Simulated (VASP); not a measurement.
# CaF2 (Fm-3m) in VASP: single point with PBE0

Aim: the single point of CaF2 with PBE0.

Everything below comes from runs of VASP 6.6.1. Logs are shortened: lines on timing, memory, paths and dates and some standing lists are left out, and cuts for length are marked.

## 1. The structure

The structure is cubic, space group Fm-3m (No. 225). The conventional cell has a = 5.424 Å, b = 5.424 Å, c = 5.424 Å, α = 90.00°, β = 90.00°, γ = 90.00°. Around Ca (site symmetry m-3m) lie 8 F at 2.35 Å. Around F (site symmetry -43m) lie 4 Ca at 2.35 Å.

## 2. Single point, PBE0

File POSCAR:

```
CaF2
1.0
    0.0000000000      2.7120400000      2.7120400000
    2.7120400000      0.0000000000      2.7120400000
    2.7120400000      2.7120400000      0.0000000000
Ca F
1 2
Direct
    0.0000000000      1.0000000000      0.0000000000
    0.2500000000      0.2500000000      0.2500000000
    0.7500000000      0.7500000000      0.7500000000
```

File INCAR.step1:

```
ALGO = Normal
EDIFF = 1E-5
ENCUT = 520
GGA = PE
ISIF = 2
ISMEAR = 0
LASPH = True
LREAL = False
LWAVE = True
NBANDS = 19
NELM = 80
PREC = Accurate
SIGMA = 0.02
```

File INCAR.step2:

```
AEXX = 0.25
ALGO = Normal
EDIFF = 1E-6
ENCUT = 520
GGA = PE
HFRCUT = -1
ISIF = 2
ISMEAR = 0
ISTART = 1
LASPH = True
LCHARG = True
LELF = True
LHFCALC = True
LREAL = False
LVHAR = True
LWAVE = False
NBANDS = 19
NELM = 80
PREC = Accurate
PRECFOCK = Fast
SIGMA = 0.02
```

File KPOINTS:

```
k-points
0
Gamma
  6 6 6
```

Potentials or basis: VASP PAW PBE potentials, release 64 (Ca_sv, F).

The run is started by

```console
$ cat potpaw_PBE.64/Ca_sv/POTCAR potpaw_PBE.64/F/POTCAR > POTCAR
$ cp INCAR.step1 INCAR
$ mpirun -np 1 vasp_std > vasp.out
$ cp INCAR.step2 INCAR
$ mpirun -np 1 vasp_std > vasp.out
```

OUTCAR:

```text
AEXX = 0.25
   EDIFF = 1E-6
   ENCUT = 520
   GGA = PE
   ISIF = 2
   ISMEAR = 0
   ISTART = 1
   LASPH = True
   LHFCALC = True
   LREAL = False
   NELM = 80
   PREC = Accurate
   PRECFOCK = Fast

 ion  position               nearest neighbor table
   1  0.000  0.000  0.000-   3 2.35   3 2.35   3 2.35   2 2.35   3 2.35   2 2.35   2 2.35   2 2.35

   2  0.250  0.250  0.250-   1 2.35   1 2.35   1 2.35   1 2.35
   3  0.750  0.750  0.750-   1 2.35   1 2.35   1 2.35   1 2.35

  LATTYP: Found a face centered cubic cell.
 ALAT       =     5.4240800000

  Lattice vectors:

 A1 = (   0.0000000000,   2.7120400000,   2.7120400000)
 A2 = (   2.7120400000,   0.0000000000,   2.7120400000)
 A3 = (   2.7120400000,   2.7120400000,   0.0000000000)

Analysis of symmetry for initial positions (statically):
=====================================================================
 Subroutine PRICEL returns:
 Original cell was already a primitive cell.

 Routine SETGRP: Setting up the symmetry group for a
 face centered cubic supercell.

 Subroutine GETGRP returns: Found 48 space group operations
 (whereof 48 operations were pure point group operations)
 out of a pool of 48 trial point group operations.

The static configuration has the point symmetry O_h .

Analysis of symmetry for dynamics (positions and initial velocities):
=====================================================================
 Subroutine PRICEL returns:
 Original cell was already a primitive cell.

 Routine SETGRP: Setting up the symmetry group for a
 face centered cubic supercell.

 Subroutine GETGRP returns: Found 48 space group operations
 (whereof 48 operations were pure point group operations)
 out of a pool of 48 trial point group operations.

The dynamic configuration has the point symmetry O_h .

 Subroutine INISYM returns: Found 48 space group operations
 (whereof 48 operations are pure point group operations),
 and found     1 'primitive' translations

----------------------------------------------------------------------------------------

                                     Primitive cell

  volume of cell :      39.8950

  direct lattice vectors                    reciprocal lattice vectors
     0.000000000  2.712040000  2.712040000    -0.184363062  0.184363062  0.184363062
     2.712040000  0.000000000  2.712040000     0.184363062 -0.184363062  0.184363062
     2.712040000  2.712040000  0.000000000     0.184363062  0.184363062 -0.184363062

  length of vectors
     3.835403750  3.835403750  3.835403750     0.319326191  0.319326191  0.319326191

  position of ions in fractional coordinates (direct lattice)
     0.000000000  0.000000000  0.000000000
     0.250000000  0.250000000  0.250000000
     0.750000000  0.750000000  0.750000000

  ion indices of the primitive-cell ions
   primitive index   ion index
                 1           1
                 2           2
                 3           3

----------------------------------------------------------------------------------------

 KPOINTS: k-points

Automatic generation of k-mesh.
 Grid dimensions read from file:
 generate k-points for:    6    6    6

 Generating k-lattice:

  Cartesian coordinates                     Fractional coordinates (reciprocal lattice)
    -0.030727177  0.030727177  0.030727177     0.166666667  0.000000000  0.000000000
     0.030727177 -0.030727177  0.030727177     0.000000000  0.166666667  0.000000000
     0.030727177  0.030727177 -0.030727177     0.000000000  0.000000000  0.166666667

  Length of vectors
     0.053221032  0.053221032  0.053221032

  Shift w.r.t. Gamma in fractional coordinates (k-lattice)
     0.000000000  0.000000000  0.000000000

 Subroutine IBZKPT returns following result:
 ===========================================

 Found     16 irreducible k-points:

 Following reciprocal coordinates:
            Coordinates               Weight
  0.000000  0.000000  0.000000      1.000000
  0.166667  0.000000  0.000000      8.000000
  0.333333  0.000000  0.000000      8.000000
  0.500000  0.000000  0.000000      4.000000
  0.166667  0.166667  0.000000      6.000000
  0.333333  0.166667  0.000000     24.000000
[... 8 lines left out ...]
 -0.333333  0.333333  0.166667     24.000000
 -0.333333  0.500000  0.166667     12.000000
   k-points           NKPTS =     16   k-points in BZ     NKDIM =    216   number of bands    NBANDS=     19
   number of dos      NEDOS =    301   number of ions     NIONS =      3
   total plane-waves  NPLWV =  27000
   dimension x,y,z NGX =    30 NGY =   30 NGZ =   30
   dimension x,y,z NGXF=    60 NGYF=   60 NGZF=   60
   ions per type =               1   2
   NGX,Y,Z   is equivalent  to a cutoff of  13.00, 13.00, 13.00 a.u.
   NGXF,Y,Z  is equivalent  to a cutoff of  26.01, 26.01, 26.01 a.u.
 SYSTEM =  unknown system
   PREC   = accura    normal or accurate (medium, high low for compatibility)
   ISTART =      1    job   : 0-new  1-cont  2-samecut
   ICHARG =      0    charge: 1-file 2-atom 10-const
   ISPIN  =      1    spin polarized calculation?
   LNONCOLLINEAR =      F non collinear calculations
   LSORBIT =      F    spin-orbit coupling
   LASPH  =      T    aspherical Exc in radial PAW
   ENCUT  =  520.0 eV  38.22 Ry    6.18 a.u.   7.13  7.13  7.13*2*pi/ulx,y,z
   NELM   =     80;   NELMIN=  2; NELMDL=  0     # of ELM steps
   EDIFF  = 0.1E-05   stopping-criterion for ELM
   LREAL  =      F    real-space projection
   EDIFFG = 0.1E-04   stopping-criterion for IOM
   NSW    =      0    number of steps for IOM
   IBRION =     -1    ionic relax: 0-MD 1-quasi-New 2-CG
   NFREE  =      0    steps in history (QN), initial steepest desc. (CG)
   ISIF   =      2    stress and relaxation
   ISYM   =      3    0-nonsym 1-usesym 2-fastsym
   POTIM  = 0.5000    time-step for ionic-motion
   TEBEG  =    0.0;   TEEND  =   0.0 temperature during run
   PSTRESS=    0.0 pullay stress
   NELECT =      24.0000    total number of electrons
   NUPDOWN=      -1.0000    fix difference up-down
   EMIN   =  10.00;   EMAX   =-10.00  energy-range for DOS
   EFERMI =   0.00;   METHOD = LEGACY
   ISMEAR =     0;   SIGMA  =   0.02  broadening in eV -4-tet -1-fermi 0-gaus
   EFERMI_NEDOS =   21; number of points for ismear=-14 and -15
   IALGO  =     38    algorithm
   IMIX   =      1    mixing-type and parameters
     AMIX     =   0.40;   BMIX     =  1.00
     AMIX_MAG =   1.60;   BMIX_MAG =  1.00
  volume/ion in A,a.u.               =      13.30        89.74
  Fermi-wavevector in a.u.,A,eV,Ry     =   1.381993  2.611588 25.985828  1.909904
  Thomas-Fermi vector in A             =   2.506726
   LORBIT       =      0    0 simple, 1 ext, 2 COOP (PROOUT), +10 PAW based schemes
   GGA     = PE    functional components
   LHFCALC =     T    Hartree Fock is set to
   PRECFOCK=fast      Normal, Fast or Accurate (Low or Medium for compatibility)
   ENCUT4O =  -1.0   cutoff for four orbital integrals eV
   NKREDX  =     1    reduce k-point grid by
   NKREDY  =     1    reduce k-point grid by
   NKREDZ  =     1    reduce k-point grid by
   AEXX    =    0.2500 exact exchange contribution
   HFSCREEN=    0.0000 screening length (either q_TF or 0.3 A-1)
   HFSCREENC=   0.0000 screening length for correlation (either q_TF or 0.3 A-1)
   ENCUTFOCK=  -1.0 apply spherical cutoff to Coloumb kernel
   IVDW    =     0    specifies the selected vdW correction
   LEPSILON=     F    determine dielectric tensor
   LRPA    =     F    only Hartree local field effects (RPA)
 non-spin polarized calculation
 Gauss-broadening in eV      SIGMA  =   0.02
  energy-cutoff  :      520.00
  volume of cell :       39.89
 maximum number of plane-waves:      1090
 NGX is ok and might be reduce to    30
  NGX = 16; NGY = 16; NGZ = 16

 number of electron      23.9999982 magnetization

 Free energy of the ion-electron system (eV)
  ---------------------------------------------------
  ext. energy  EPLUGINS =         0.00000000
  ---------------------------------------------------
  free energy    TOTEN  =       -21.29625336 eV

  energy without entropy =      -21.29625336  energy(sigma->0) =      -21.29625336

 E-fermi :  -2.7924     XC(G=0):  -7.6032

 val. band max:       -2.8773345615   @ k =   0.5000   0.5000   0.0000
 cond. band min:       7.3575630631   @ k =   0.0000   0.0000   0.0000
 fundamental gap:     10.2348976246
 Fermi energy:        -2.7924047534

 k-point     1 :       0.0000    0.0000    0.0000
  band No.  band energies     occupation
      1     -40.8336      2.00000
      2     -24.4789      2.00000
      3     -23.6420      2.00000
      4     -20.2950      2.00000
      5     -20.2950      2.00000
      6     -20.2950      2.00000
[... 11 lines left out ...]
     18      12.1929      0.00000
     19      17.2520      0.00000

 k-point     2 :       0.1667    0.0000    0.0000
  band No.  band energies     occupation
      1     -40.8236      2.00000
      2     -24.5247      2.00000
      3     -23.7183      2.00000
      4     -20.3083      2.00000
      5     -20.3083      2.00000
      6     -20.1937      2.00000
[... 11 lines left out ...]
     18      12.1132      0.00000
     19      16.1347      0.00000

 k-point     3 :       0.3333    0.0000    0.0000
  band No.  band energies     occupation
      1     -40.8034      2.00000
      2     -24.5552      2.00000
      3     -23.9421      2.00000
      4     -20.3346      2.00000
      5     -20.3346      2.00000
      6     -19.9723      2.00000
[... 11 lines left out ...]
     18      11.9550      0.00000
     19      14.6641      0.00000

 k-point     4 :       0.5000    0.0000    0.0000
  band No.  band energies     occupation
      1     -40.7932      2.00000
      2     -24.5204      2.00000
      3     -24.1056      2.00000
      4     -20.3475      2.00000
      5     -20.3475      2.00000
      6     -19.8545      2.00000
[... 231 lines left out ...]
     18      12.6701      0.00000
     19      15.8769      0.00000

 k-point    15 :      -0.3333    0.3333    0.1667
  band No.  band energies     occupation
      1     -40.7832      2.00000
      2     -24.4264      2.00000
      3     -24.3256      2.00000
      4     -20.4009      2.00000
      5     -20.0856      2.00000
      6     -19.9724      2.00000
[... 11 lines left out ...]
     18      13.8488      0.00000
     19      15.2521      0.00000

 k-point    16 :      -0.3333    0.5000    0.1667
  band No.  band energies     occupation
      1     -40.7799      2.00000
      2     -24.5729      2.00000
      3     -24.1957      2.00000
      4     -20.4272      2.00000
      5     -20.2014      2.00000
      6     -19.8245      2.00000
[... 11 lines left out ...]
     18      15.1758      0.00000
     19      15.1898      0.00000

------------------------ aborting loop because EDIFF is reached ----------------------------------------

  FORCE on cell =-STRESS in cart. coord.  units (eV):
  Direction    XX          YY          ZZ          XY          YZ          ZX
  --------------------------------------------------------------------------------------
  -------------------------------------------------------------------------------------
  Total        0.5959213      0.5959213      0.5959213      0.0000000      0.0000000     -0.0000000
  in kB       23.9321221     23.9321221     23.9321221      0.0000000      0.0000000     -0.0000000
  external PRESSURE =      23.9321221 kB  Pullay stress =       0.0000000 kB

 VOLUME and BASIS-vectors are now :
 -----------------------------------------------------------------------------
  energy-cutoff  :      520.00
  volume of cell :       39.89
      direct lattice vectors                 reciprocal lattice vectors
     0.000000000  2.712040000  2.712040000    -0.184363062  0.184363062  0.184363062
     2.712040000  0.000000000  2.712040000     0.184363062 -0.184363062  0.184363062
     2.712040000  2.712040000  0.000000000     0.184363062  0.184363062 -0.184363062

 POSITION                                       TOTAL-FORCE (eV/Angst)
 -----------------------------------------------------------------------------------
      0.00000      0.00000      0.00000         0.000000     -0.000000     -0.000000
      1.35602      1.35602      1.35602         0.000000      0.000000      0.000000
      4.06806      4.06806      4.06806        -0.000000      0.000000     -0.000000
 -----------------------------------------------------------------------------------
    total drift:                                0.000000     -0.000000     -0.000000

  FREE ENERGIE OF THE ION-ELECTRON SYSTEM (eV)
  ---------------------------------------------------
  free  energy   TOTEN  =       -21.2962533635 eV

  energy  without entropy=      -21.2962533635  energy(sigma->0) =      -21.29625336
```

It took 25 min on 1 thread of Intel Xeon Platinum 8488C (Sapphire Rapids), shared host; peak memory 0.18 GiB.

Results:

- Free energy: -21.2963 eV
- Pressure: 2.4 GPa
- Band gap on the k mesh: 10.23 eV, indirect (least direct gap 10.51 eV)

Caveat: the PAW data sets were made with another functional, which shifts forces and pressure a little. A k mesh can miss the band edges.
